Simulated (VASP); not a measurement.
The system is ZrSe2.

```
CELL_PARAMETERS angstrom
3.79800 0.00000 0.00000
-1.89900 3.28916 0.00000
0.00000 0.00000 6.19200
ATOMIC_POSITIONS crystal
Zr 0.00000 0.00000 0.00000
Se 0.33333 0.66667 0.25000
Se 0.66667 0.33333 0.75000
```

* Program: VASP 6.6.1
* Task: relaxation of cell and atoms
* Functional: PBE
* Potentials or basis: VASP PAW PBE potentials, release 64 (Zr_sv, Se)
* Cutoff: 600 eV
* k mesh: 9 × 9 × 5
* Occupations: gaussian, width 0.03 eV
* Spin: no spin polarisation

At the start: pressure 2.0 GPa; volume 25.78 Å³/atom.

Question: Where does the relaxation end?

Answer: Over 24 steps the energy falls by 11.3 meV/atom and the volume is 28.37 Å³/atom (+10.0 %); space group P-3m1 (No. 164, to 0.05 Å).

The path:
```csv
step,energy change (eV),largest force (eV/Å),pressure (GPa),volume (Å³)
1,0.0000,0.3017,2.02,77.35
2,-0.0024,0.3720,-2.03,81.04
3,-0.0158,0.0576,-0.18,79.24
4,-0.0195,0.0812,-0.06,79.21
5,-0.0213,0.1141,0.12,79.16
6,-0.0229,0.0911,0.18,79.40
7,-0.0265,0.0226,0.36,80.14
8,-0.0291,0.1161,0.77,81.63
9,-0.0297,0.1063,0.70,81.83
10,-0.0311,0.0767,0.44,82.43
11,-0.0324,0.0192,-0.03,83.64
12,-0.0325,0.0056,-0.12,83.93
13,-0.0324,0.0004,-0.17,84.04
14,-0.0324,0.0034,-0.18,83.98
15,-0.0326,0.0020,-0.15,84.07
16,-0.0331,0.0038,-0.12,84.32
17,-0.0337,0.0140,-0.06,84.82
18,-0.0333,0.0317,0.07,85.80
19,-0.0338,0.0177,-0.01,85.15
20,-0.0338,0.0174,-0.02,85.12
21,-0.0338,0.0138,-0.04,84.97
22,-0.0338,0.0163,-0.02,85.07
23,-0.0338,0.0170,-0.02,85.10
24,-0.0338,0.0059,0.03,85.10
```

Final structure:
```yaml
crystal:
  lattice:
    - [3.79847, 0.00000, 0.00000]
    - [-1.89924, 3.28957, 0.00000]
    - [0.00000, 0.00000, 6.81045]
  atoms:
    - { symbol: Zr, position: [0.00000, 0.00000, 0.00000] }
    - { symbol: Se, position: [0.33333, 0.66667, 0.23274] }
    - { symbol: Se, position: [0.66667, 0.33333, 0.76726] }
```

Caveat: this functional lacks dispersion, which binds the layers, so the pressure and a relaxed spacing across them are unreliable; the volume moved by +10 % from the deposited cell, more than functionals usually miss.
